ABINIT 10.8.3, PW91 with D4 dispersion, for six cubic crystals, without spin polarisation or spin–orbit coupling and with Fermi–Dirac smearing of 0.05 eV. The computed lattice constant is the edge of the conventional cubic cell at the minimum-energy volume of an equation of state fitted to energies at seven volumes.

| formula | space group | volume of the given cell (Å³/atom) | potentials or basis | wave cutoff (eV) | k-mesh | computed lattice constant (Å) | measured lattice constant (Å) | range of the values found (Å) | source | computed over measured, less one (%) |
| --- | --- | --- | --- | --- | --- | --- | --- | --- | --- | --- |
| Mo | Im-3m | 15.89 | JTH PAW PBE v2.0 | 408.2 | 12x12x12 | 3.144 | 3.147 | one value | pmc:10052566 (2023) | -0.09 |
| W | Im-3m | 15.85 | JTH PAW PBE v2.0 | 408.2 | 12x12x12 | 3.169 | 3.16047 | 3.16047 to 3.16162 | arXiv:2311.02034 (2023) | 0.26 |
| BN | F-43m | 5.96 | JTH PAW PBE v2.0 | 707.5 | 13x13x13 | 3.607 | 3.616 | 3.6152 to 3.616 | arXiv:cond-mat/0101290 (2001) | -0.24 |
| Rh | Fm-3m | 13.67 | JTH PAW PBE v2.0 | 544.2 | 12x12x12 | 3.800 | 3.803 | one value | arXiv:2108.03692 (2021) | -0.08 |
| Ir | Fm-3m | 14.06 | JTH PAW PBE v2.0 | 435.4 | 12x12x12 | 3.848 | 3.837 | 3.837 to 3.838 | pmc:6586894 (2019) | 0.27 |
| Pt | Fm-3m | 15.08 | JTH PAW PBE v2.0 | 435.4 | 12x12x12 | 3.950 | 3.9227 | 3.9227 to 3.9237 | arXiv:2412.16732 (2024) | 0.70 |

**Q:** The platinum cube has an edge about 25 % longer than the tungsten cube. Are platinum atoms that much larger?

**A:** No, they take up slightly less room. The lattice constant is the edge of a cube, and the cubes hold different numbers of atoms. Tungsten is body-centred cubic, with two atoms per cube, while platinum is face-centred cubic, with four. The volume per atom is therefore $3.169^3/2 = 15.91$ Å³ for tungsten and $3.950^3/4 = 15.41$ Å³ for platinum.

Two edges can be compared directly only if the crystals have the same structure. Boron nitride shows how far the edge can mislead. Its cube is longer than that of tungsten, yet it holds eight atoms, each with less than 6 Å³. Across structures, volume per atom is the fair measure of size.

**Q:** By that measure iridium is smaller than tungsten, but platinum is larger than iridium again. Why does the trend turn round?

**A:** A crystal settles at the volume where the pull of its bonds balances the push of electrons that resist being squeezed together. In these metals much of the pull comes from the d electrons, whose levels spread into a band. Levels in the lower part of the band are bonding, and those in the upper part are antibonding. An empty band would give no d bonding at all, and neither would a full one, because its two halves cancel. The pull is strongest near half filling.

Tungsten sits close to that middle, so band filling alone would make it the smallest of the three. The nuclear charge also grows along the row, however, and draws the d orbitals inward. This moves the smallest volume to the right of the middle, towards iridium. Past the middle, each further electron enters an antibonding level and weakens the pull. Once that outweighs the contraction, the volume grows again, and platinum has about 8 % more volume per atom than iridium. The table shows the turn, and the explanation is the standard theory of transition metals.

**Q:** What if I go down a column instead and replace molybdenum by tungsten, or rhodium by iridium? A whole electron shell is added.

**A:** The crystal hardly grows. The computed edge rises by 0.025 Å from molybdenum to tungsten and by 0.048 Å from rhodium to iridium, about one per cent in each case. The members of each pair share a structure, so here the edges can be compared as they stand.

Consider two extremes. Between the two rows of the periodic table the 4f shell is filled, which adds fourteen electrons and fourteen protons. If those electrons screened the protons perfectly, the outer electrons would notice no extra charge, and the added shell would make the atom clearly larger. If they screened nothing, the outer electrons would be pulled in strongly and the atom would shrink. Real 4f electrons screen poorly enough for the contraction almost to cancel the growth.

This is the lanthanide contraction, and in the heavier row relativity helps by tightening the s orbitals. The measured lattice constants show the same near-equality, so it is no peculiarity of the calculation. For a neighbouring column the rule is the same: a step down from the second to the third transition row changes the size little, while a step along the row can change it more.

**Q:** Now the errors. The only covalent crystal, boron nitride, comes out too small, and platinum comes out too large. Does the error follow the type of bonding?

**A:** The table cannot establish that, because boron nitride is the only covalent crystal in it and the metals disagree among themselves. Among the metals, the clearer division is by row of the periodic table. Molybdenum and rhodium lie within 0.1 % of their measured lattice constants, on the low side. Tungsten, iridium and platinum all lie above theirs, platinum by 0.70 %.

The division is also visible in the steps down the columns. From rhodium to iridium the measured edge grows by 0.034 Å, against 0.048 Å in the calculation. The calculation thus gets the near-cancellation right but leaves the heavier metal slightly too large. The step from molybdenum to tungsten is exaggerated as well.

The size of tungsten's error is not secure. As a rough recollection, the usual room-temperature lattice constant is about 0.005 Å above the value listed here. With that reference the error would fall from 0.26 % to about 0.1 %. Tungsten would still lie above measurement, but only narrowly, and its apparent agreement with iridium's error would be gone.

**Q:** The measured crystals are warm and their atoms vibrate. What would change if the calculation included that?

**A:** Infinitely heavy nuclei at absolute zero would sit still at the minimum of the energy curve, and that is the crystal computed here. Real nuclei vibrate even at absolute zero. In crystals like these the vibrations generally become softer as the volume grows, so expansion lowers their energy. This adds a small outward push, and heating strengthens it. All six computed lattice constants should therefore rise.

The zero-point part matters most for light atoms held by stiff bonds, which is exactly the case of boron nitride. An expansion of 0.25 % would bring its computed edge to the measured one, and its zero-point expansion is known to be a few tenths of a per cent. Its negative error is therefore no good evidence that the theory binds it too strongly.

For molybdenum and rhodium, vibration could be as large as the error itself, so their minus signs carry no physical message. For platinum the correction goes the wrong way. Its computed lattice is already too large, and vibration would enlarge it further.

**Q:** Then platinum is the real discrepancy. How large an error in energy does 0.70 % in length correspond to?

**A:** A surprisingly small one. Let $V_0$ be the computed volume per atom, $V_m$ the measured one, and $B$ the bulk modulus, which is the resistance to compression. Near its minimum the energy curve is close to a parabola, so squeezing the computed crystal to the measured volume costs

$$\Delta E \approx \frac{1}{2}\,B\,V_0\left(\frac{V_m-V_0}{V_0}\right)^2 .$$

For platinum $V_0$ is 15.41 Å³ and $V_m = 3.9227^3/4 = 15.09$ Å³, a relative change of $-0.0208$. The same calculation gives $B = 266$ GPa, which is 1.66 eV/Å³. Hence

$$\Delta E \approx \tfrac{1}{2}\times 1.66\times 15.41\times 0.0208^2\ \text{eV} \approx 5.5\ \text{meV per atom}.$$

The computed energies can be read directly as a comparison. At 15.08 Å³, almost the measured volume, platinum lies 5.9 meV per atom above the lowest point of the scan. Put into the formula, that volume gives about 5.9 meV too, so the gap from 5.5 meV comes mainly from the slightly smaller volume and not from the parabola. Since $B$ was itself obtained from an equation of state fitted to all seven energies of that scan, the agreement shows only that a parabola is good enough for so small a squeeze. It says nothing about the theory behind the curve.

The lesson lies in what shifts a minimum. An energy error that is the same at every volume, however large, leaves the lattice constant untouched. An error that changes with volume tilts the curve and moves its lowest point. For a steady tilt, the change needed between the two volumes is twice $\Delta E$, or about 11 meV per atom. A lattice constant therefore tests the slope of the energy much more than its value.

**Q:** What tilts the curve for platinum? The calculation leaves out spin–orbit coupling, and platinum is heavy.

**A:** Spin–orbit coupling is a fair suspect, but tungsten and iridium are heavy too and were computed without it as well. Their errors are much smaller. Heaviness alone therefore does not single out platinum, although the effect of the coupling also depends on how far the d band is filled.

A second suspect is the potential. The one for platinum treats only ten electrons as active and freezes the 5p shell, whereas the iridium potential has fifteen active electrons, with 5p among them. A frozen shell cannot respond when the crystal is compressed, and that could alter the slope. The strongest suspect is the density functional itself. PW91 and its close relative PBE are known to make the late 5d metals too large, and their error generally grows along the row towards gold, which fits platinum having the largest error here. The added D4 dispersion term usually contracts such metals and so works against that tendency. In addition, all six crystals were run with potentials made for the PBE functional, not for PW91. The two functionals normally give close lattice constants, but the effect of the mismatch was not tested.

These calculations do not separate the possible causes, so the share of each is untested. The way to decide is to change one ingredient at a time and recompute the whole energy curve. Comparing energies at a single volume would not help, because only a change in slope moves the minimum.

**Q:** Suppose I grow a platinum film on iridium and need the lattice mismatch. Which digits can I use?

**A:** Think first of two crystals whose edges are both too long by the same percentage. Their ratio would be exactly right, and so would the mismatch. Platinum and iridium do not have that advantage, since their errors are 0.70 % and 0.27 %. The computed mismatch is 2.7 %, against 2.2 % from the measured edges, so the calculation overstates it by about a fifth.

A small difference between two large lengths thus magnifies whatever errors they do not share. The calculation correctly tells you that platinum is the larger crystal and that the film would be compressed if it were forced to match iridium. For a strain budget, the measured edges are the better input.

As for single lattice constants, the third decimal should not be used to judge the theory. The measurements for platinum agree with one another to 0.001 Å, but the computed edge is off by nearly 0.03 Å. For molybdenum and rhodium the difference is only 0.003 Å, which is small enough for vibration to change its sign. The number of digits worth keeping is set by the physics left out of the energy curve, which differs from crystal to crystal, and by the cutoff and k-mesh, whose convergence was not tested here. The iridium scan is the noisiest of the six, but its scatter moves the edge far less than the error in the table.
